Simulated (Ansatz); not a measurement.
NaH, NiAs type, relaxed with r2SCAN: 3 runs in the PAW code Ansatz, each a calculation of independent-particle optics. It is hexagonal, P6_3/mmc (No. 194); conventional cell a = 3.319 Å, c = 5.831 Å, 13.91 Å³ an atom. Na is surrounded by 6 H at 2.41 Å; H is surrounded by 6 Na at 2.41 Å. Computed, not measured; no magnetism was allowed, and whether the structure is a known phase isn't checked.

```xyz
4
Lattice="3.3192 0.0000 0.0000 -1.6596 2.8745 0.0000 0.0000 0.0000 5.8310" Properties=species:S:1:pos:R:3 pbc="T T T"
Na    0.0000    0.0000    0.0000
Na    0.0000    0.0000    2.9155
H     0.0000    1.9163    1.4577
H     1.6596    0.9582    4.3732
```

On meshes this coarse, single peaks can be features of the mesh. No local fields, no excitons; the zone sum runs over the cells of the mesh, and ε∞ includes the bands left out of the spectrum. Up to four peaks are listed, those above 15 % of the tallest and inside the complete range; the four can differ from row to row.

```
functional  k mesh  broadening (eV)  scissors (eV)  range (eV)  direct gap on the mesh before scissors (eV)  ε∞ xx  ε∞ yy  ε∞ zz  complete up to (eV)  tallest peaks of mean ε₂ (eV)
       PBE   6×6×4              0.1           0.00        0–17                                         4.51   3.16   3.16   3.20                 17.0                           5.30
    r2SCAN   6×6×4              0.1           0.00        0–17                                         5.07   2.84   2.84   2.87                 17.0                           5.85
```

Problem. Estimate from these rows what the further settings give.
```
functional  k mesh  broadening (eV)    scissors (eV)  range (eV)
       PBE   6×6×4              0.1  1.06 (to HSE06)        0–17
```

Solution.

| functional | k mesh | broadening (eV) | scissors (eV) | range (eV) | direct gap on the mesh before scissors (eV) | ε∞ xx | ε∞ yy | ε∞ zz | complete up to (eV) | tallest peaks of mean ε₂ (eV) |
| --- | --- | --- | --- | --- | --- | --- | --- | --- | --- | --- |
| PBE | 6×6×4 | 0.1 | 1.06 (to HSE06) | 0–17 | 4.51 | 2.85 | 2.85 | 2.88 | 17.0 | 6.35 |

The fundamental gap is indirect (3.45 eV with PBE on 6×6×4); the table holds the direct one.
